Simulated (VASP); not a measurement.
Input of a VASP 6.6.1 run:

Contents of INCAR:

```
PREC = Accurate
ENCUT = 500
EDIFF = 1E-7
ISMEAR = 0
SIGMA = 0.02
LREAL = F
LASPH = T
NELM = 100
ALGO = Normal
ISIF = 2
LWAVE = F
LCHARG = T
GGA = PE
LELF = T
LVHAR = T
```

Contents of KPOINTS:

```
regular mesh
0
Gamma
  5 5 5
```

POSCAR

```
Sb
1.0
    3.1600000000      0.0000000000      0.0000000000
    0.0000000000      3.1600000000      0.0000000000
    0.0000000000      0.0000000000      3.1600000000
Sb
1
Direct
    0.0000000000      0.0000000000      0.0000000000
```

Potentials or basis: VASP PAW PBE potentials, release 64 (Sb_d_GW).

Launch:

```bash
$ cat potpaw_PBE.64/Sb_d_GW/POTCAR > POTCAR
$ mpirun -np 1 vasp_std > vasp.out
```

Problem. Estimate the band gap on the k mesh.

Solution. None (metal or under the smearing width).

Problem. Estimate the pressure.

Solution. -2.4 GPa.

Caveat: the k mesh is coarse (spacing up to 0.40 Å⁻¹), so the values aren't converged. The run has no spin-orbit coupling, so splittings on Sb are missing.
